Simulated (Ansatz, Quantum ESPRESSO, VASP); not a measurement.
# One calculation of Si, 3 ways

```xyz
6
Lattice="3.8313 0.0000 0.0000 -1.9157 3.3180 0.0000 0.0000 0.0000 22.1307" Properties=species:S:1:pos:R:3 pbc="T T T"
Si    1.9157    1.1060    7.5000
Si    0.0000    2.2120    8.2980
Si    0.0000    2.2120   10.6663
Si    1.9157    1.1060   11.4643
Si    1.9157    1.1060   13.8326
Si    0.0000    2.2120   14.6307
```

Alike in all runs: functional PBE; k mesh 8 × 8 × 1; occupations fermi-dirac, width 0.05 eV; no spin polarisation; no spin-orbit coupling.

| program and potentials | plane-wave cutoff (eV) | notes | largest force (eV/Å) |
| --- | --- | --- | --- |
| Ansatz, Ansatz PAW | 420 | - | 0.682 |
| VASP, PBE PAW files Si, 520 eV | 520 | - | 0.683 |
| Quantum ESPRESSO, PseudoDojo 0.4.1 SR PBE standard | 490 | - | 0.674 |

Force on atom 5 (Si), eV/Å:

```
                            program and potentials      x      y      z
                                Ansatz, Ansatz PAW  0.000  0.000  0.682
                    VASP, PBE PAW files Si, 520 eV  0.000  0.000  0.683
Quantum ESPRESSO, PseudoDojo 0.4.1 SR PBE standard  0.000  0.000  0.674
```

The atoms of the given cell lie far from their minimum at this level.

Differences between rows come from potentials, basis sets and numerical settings, since the functional is the same but for its coding. Runs on potential files found faulty are left out.

The coordinates describe a thin silicon slab with hexagonal, lonsdaleite-like stacking rather than the diamond sequence, and each face ends in atoms that lack one neighbour. The force on atom 5, just beneath the upper face, points outward along the normal, and all three runs agree on it closely. It therefore belongs to the geometry and not to a particular potential. The in-plane components vanish because each atom sits on a threefold axis.

The outward pull probably reflects rehybridisation at the surface. With one bond missing, the outermost atom favours flatter, more sp²-like back bonds and leaves its dangling orbital with more p character. This flattens the outer bilayer and draws the subsurface atom towards the surface plane, at the expense of the vertical bond below it.

Relaxation from this start would keep the lateral symmetry and the single surface atom per cell, so it could not reveal the reconstructions by which silicon surfaces of this kind usually reduce their dangling-bond energy.
